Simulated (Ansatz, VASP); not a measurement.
## ZnSe (Stilleite): VASP beside Ansatz

Contents of INCAR:

```
ALGO = Normal ; EDIFF = 1E-7
ENCUT = 520 ; GGA = CA
ISIF = 2 ; ISMEAR = -1
LASPH = T ; LCHARG = F
LREAL = F ; LWAVE = F
NBANDS = 16 ; NELM = 100
PREC = Accurate ; SIGMA = 0.05
```

KPOINTS

```
k-points
0
Gamma
  8 8 8
```

The input POSCAR:

```
ZnSe
1.0
    0.0000000000      2.8147806350      2.8147806350
    2.8147806350      0.0000000000      2.8147806350
    2.8147806350      2.8147806350      0.0000000000
Se Zn
1 1
Direct
    0.7500000000      0.7500000000      0.7500000000
    0.0000000000      0.0000000000      0.0000000000
```

The input input.yaml:

```yaml
crystal:
  lattice:
    - [0.0, 2.814780635, 2.814780635]
    - [2.814780635, 0.0, 2.814780635]
    - [2.814780635, 2.814780635, 0.0]
  atoms:
    - { symbol: Se, position: [0.75, 0.75, 0.75] }
    - { symbol: Zn, position: [0.0, 0.0, 0.0] }
kpoints:
  mp_grid: { grid: [8, 8, 8] }
scf:
  occupations: { method: fermi_dirac, width: 0.05 }
hamiltonian:
  xc: lda
  pseudopotentials: { kind: all_electron, lapw: { basis_error: 0.001 } }
output:
  forces: true
  stress: true
  eigenvalues: true
```

Change from the starting cell: volume scaled by 0.98.

Alike in both runs: task single point; functional LDA; k mesh 8 × 8 × 8; occupations fermi-dirac, width 0.05 eV; no spin polarisation.

```csv
,VASP,Ansatz
version,VASP 6.6.1,Ansatz 0.2.0
potentials or method,"VASP PAW LDA potentials, release 64 (Se, Zn)","all-electron LAPW, scalar-relativistic"
plane-wave cutoff (eV),520,see its input
```

|  | VASP | Ansatz | Ansatz less VASP |
| --- | --- | --- | --- |
| gap on the k mesh at the Fermi level (eV) | 1.15 | 1.11 | -0.038 |
| least direct gap on the mesh (eV) | 1.15 | 1.11 | -0.038 |
| pressure (GPa) | -1.9 | -2.2 | -0.31 |

Ansatz ran all-electron here, so the differences hold the error of VASP's frozen core and of both bases.
